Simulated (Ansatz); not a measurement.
Sr:

```
Sr
1.0
    -2.43500    2.43500    2.43500
     2.43500   -2.43500    2.43500
     2.43500    2.43500   -2.43500
Sr
1
Cartesian
  0.0000 0.0000 0.0000
```

This isn't the form of Sr at room conditions, which is fcc.

```yaml
Program: Ansatz 0.2.0
Task: single point
Functional: PBE
Potentials_or_basis: all-electron LAPW, scalar-relativistic
Cutoff: 73 eV (chosen from the basis error)
Basis_error_allowed: 0.001 eV/atom
k_mesh: 8 × 8 × 8
Occupations: fermi-dirac, width 0.05 eV
Spin: no spin polarisation
```

On this cell: pressure -0.7 GPa; band gap on the k mesh none (metal or under the smearing width).

The same run follows on a disturbed copy (cell strained at random at fixed volume):

```
CELL_PARAMETERS angstrom
-2.38017 2.47759 2.42469
2.37795 -2.51859 2.46347
2.36561 2.50403 -2.46569
ATOMIC_POSITIONS crystal
Sr 0.01360 0.00598 0.98610
```

**Question.** What changes?

**Answer.** The energy (extrapolated to zero smearing) moves by +1.0 meV/atom; pressure -0.7 GPa; band gap on the k mesh none (metal or under the smearing width).

Stress tensor (GPa, compression positive):
```
-0.64  0.08  0.01
 0.08 -0.70  0.20
 0.01  0.20 -0.69
```

Caveats: the cell was measured hot, at 901 K.
